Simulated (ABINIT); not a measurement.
The system is CaSe.

```
CELL_PARAMETERS angstrom
0.00000 2.95600 2.95600
2.95600 0.00000 2.95600
2.95600 2.95600 0.00000
ATOMIC_POSITIONS crystal
Se 0.50000 0.50000 0.50000
Ca 0.00000 0.00000 0.00000
```

Base run:

| Quantity | Value |
| --- | --- |
| Program | ABINIT 10.8.3 (patched build) |
| Functional | PBEsol |
| Potentials or basis | SG15 NC PBE v1.2 |
| Cutoff | 490 eV |
| k mesh | 6 × 6 × 6 |
| Occupations | fixed |
| Spin | no spin polarisation |

Its results: band gap on the k mesh 1.89 eV, indirect (least direct gap 2.85 eV); pressure -0.9 GPa.

Problem. The run is repeated on the same cell with these changes: functional from PBEsol to PBE. What comes out?

Solution. Band gap on the k mesh 2.02 eV, indirect (least direct gap 2.96 eV); pressure 1.0 GPa.

PBE binds less tightly than PBEsol, so the same cell stands under more pressure.

Caveats: the potentials were made for another functional, which shifts forces and pressure (some runs).

A k mesh can miss the band edges.
